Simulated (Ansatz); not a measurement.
**GaAs: how the settings move a single-point run**

Question: which choices in the input matter for GaAs? The cell is built on a prototype (NiAs type) and needn't be the phase found in nature.

Method: reference: DFT, HSE06, plane waves, PAW, in Ansatz 0.2.0.

6 further runs of the same task are left out: 2 for a known fault of the program, 4 that didn't finish.

### 1 Starting point

It takes space group P6_3/mmc (No. 194, hexagonal). The conventional cell has a = 3.732 Å, b = 3.732 Å, c = 6.333 Å, α = 90.00°, β = 90.00°, γ = 120.00°. Ga (site symmetry -3m) is surrounded by 6 As at 2.67 Å. As (site symmetry -6m2) has 6 Ga at 2.67 Å as nearest neighbours.

Coordinates:

```
Ga As
1.0
     3.73217    0.00000    0.00000
    -1.86608    3.23215    0.00000
     0.00000    0.00000    6.33279
Ga As
2 2
Cartesian
  0.0000 0.0000 0.0000
  0.0000 0.0000 3.1664
  0.0000 2.1548 1.5832
  1.8661 1.0774 4.7496
```

### 2 The reference run

input.yaml reads:

```yaml
crystal:
  lattice:
    - [3.732168021, 0.0, 0.0]
    - [-1.8660840105, 3.2321523174, 0.0]
    - [0.0, 0.0, 6.3327909813]
  atoms:
    - { symbol: Ga, position: [0.0, 0.0, 0.0] }
    - { symbol: Ga, position: [0.0, 0.0, 0.5] }
    - { symbol: As, position: [0.3333333333, 0.6666666667, 0.25] }
    - { symbol: As, position: [0.6666666667, 0.3333333333, 0.75] }
kpoints:
  mp_grid: { grid: [6, 6, 2] }
hamiltonian:
  xc: hse06
scf:
  occupations: { method: fermi_dirac, width: 0.02 }
  n_extra_bands: 5
output:
  forces: true
  stress: true
  eigenvalues: true
```

Launch:

```sh
> ansatz run input.yaml --threads 4 --pin off --max-ram 3686MiB --backend cpu --events-out ev --progress --plain --runs-dir out
```

### 3 Variant: exchange pbe, correlation pbe, coeff 0.1, omega 0.5

Changes to input.yaml since step 2:

```diff
@@ -13,3 +13,3 @@
 hamiltonian:
-  xc: hse06
+  xc: { exchange: pbe, correlation: pbe, exx: { coeff: 0.1, omega: 0.5 } }
 scf:
```

### 4 Changing settings: exchange pbe, correlation pbe, coeff 0.05

Changes to input.yaml since step 2:

```diff
@@ -13,3 +13,3 @@
 hamiltonian:
-  xc: hse06
+  xc: { exchange: pbe, correlation: pbe, exx: { coeff: 0.05 } }
 scf:
```

### 5 Changing settings: occupations.width 0.5

Changes to input.yaml since step 2:

```diff
@@ -15,3 +15,3 @@
 scf:
-  occupations: { method: fermi_dirac, width: 0.02 }
+  occupations: { method: fermi_dirac, width: 0.5 }
   n_extra_bands: 5
```

What does the calculation give? Wanted: for each run, ending; energy change; pressure; gap; force.

As calculated:

| run | ending | energy change | pressure (GPa) | gap (eV) | force (eV/Å) | cycles | time |
| --- | --- | --- | --- | --- | --- | --- | --- |
| reference | converged | 0 | -0.4 | 0.00 | 0.00 | 20 | 37 s |
| 1: exchange pbe, correlation pbe, coeff 0.1, omega 0.5 | converged | not comparable | 2.0 | 0.00 | 0.00 | 15 | 32 s |
| 2: exchange pbe, correlation pbe, coeff 0.05 | converged | not comparable | 2.0 | 0.00 | 0.00 | 14 | 29 s |
| 3: occupations.width 0.5 | converged | +12.5 meV/atom (σ→0) | 1.3 | 0.00 | 0.00 | 23 | 83 s |

Residual by cycle in the longest SCF loop of each run; runs are numbered as in the table. The quantity is the density residual dr2, in eV.

| cycle | reference | run 1 | run 2 | run 3 |
| --- | --- | --- | --- | --- |
| 1 | 0.0554 | 0.00836 | 0.00824 | 0.0156 |
| 2 | 0.00552 | 9.5e-4 | 9.6e-4 | 0.00485 |
| 3 | 0.00357 | 3.3e-5 | 3.1e-5 | 5.8e-4 |
| 4 | 6.1e-4 | 4.4e-6 | 4.2e-6 | 2.5e-5 |
| 5 | 1.1e-4 | 5.3e-7 | 4.8e-7 | 8.1e-6 |
| 6 | 5.0e-5 | 1.1e-8 | 1.2e-8 | 1.3e-6 |
| 7 | 6.7e-6 | - | - | 2.7e-7 |
| 8 | - | - | - | 1.3e-8 |
| 9 | - | - | - | 1.6e-9 |
| 10 | - | - | - | 1.3e-10 |

«occupations.width 0.5» moves the energy by +12.5 meV/atom. Of the variants the dearest is «occupations.width 0.5» (83 s), the cheapest «exchange pbe, correlation pbe, coeff 0.05» (29 s), on a shared host.
